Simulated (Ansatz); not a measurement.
**CaS (Oldhamite): a relaxation**

Wanted: a converged relaxation for CaS (Oldhamite), and a check of what comes out. The structure is shown as the input types it.

The COD entry's cell or inner coordinates are ideal or old and differ from later refinements, so a difference from it is no clean test against experiment.

Computed with Ansatz 0.2.0 (DFT, LDA, PAW with Ansatz's default frozen-core files, scalar-relativistic; relaxation of cell and atoms, unless a step's input says otherwise).

### 1 Starting point

Symmetry: Fm-3m, No. 225, cubic system. Conventional cell: a = 5.686 Å, b = 5.686 Å, c = 5.686 Å, α = 90.00°, β = 90.00°, γ = 90.00°. Ca (site symmetry m-3m) has 6 S at 2.84 Å as nearest neighbours. S (site symmetry m-3m) has 6 Ca at 2.84 Å as nearest neighbours.

The input asks for a charge of +10 e on the cell.

Coordinates:

```cif
data_structure
_symmetry_space_group_name_H-M 'P 1'
_symmetry_Int_Tables_number 1
_cell_length_a 4.0206
_cell_length_b 4.0206
_cell_length_c 4.0206
_cell_angle_alpha 60.000
_cell_angle_beta 60.000
_cell_angle_gamma 60.000
_cell_volume 45.96
loop_
_atom_site_label
_atom_site_type_symbol
_atom_site_fract_x
_atom_site_fract_y
_atom_site_fract_z
_atom_site_occupancy
Ca1 Ca 0.00000 0.00000 0.00000 1
S1 S 0.50000 0.50000 0.50000 1
```

### 2 The run

File input.yaml:

```yaml
crystal:
  lattice:
    - [0.0, 2.843, 2.843]
    - [2.843, 0.0, 2.843]
    - [2.843, 2.843, 0.0]
  atoms:
    - { symbol: Ca, position: [0.0, 0.0, 0.0] }
    - { symbol: S, position: [0.5, 0.5, 0.5] }
kpoints:
  mp_grid: { grid: [6, 6, 6] }
scf:
  occupations: { method: fixed }
  max_iter: 75
hamiltonian:
  xc: lda
  pseudopotentials: { kind: paw }
relax:
  f_tol: 0.002
  max_steps: 80
  cell: {}
output:
  forces: true
  stress: true
total_charge: 10
```

Started as:

```
$ ansatz run input.yaml --threads 1 --pin off --max-ram 3072MiB --backend cpu --events-out ev --progress --plain --runs-dir out
```

**Question.** How will this run end, and is anything wrong with its input?

This run ends as converged, with warnings (band overlap at count, forces off the residual converged image, metallic iterate). Its log warns: «a fill by count may have filled part of one level: at k-index 0 the highest filled band, -19.152942 eV, and the lowest empty band, -19.152942 eV, stand 0.000e0 eV apart ...»

In the input, total_charge is 10. The net charge is not the one intended, so the run treats another number of electrons.

Run again and compare: delete total_charge (the default then holds).
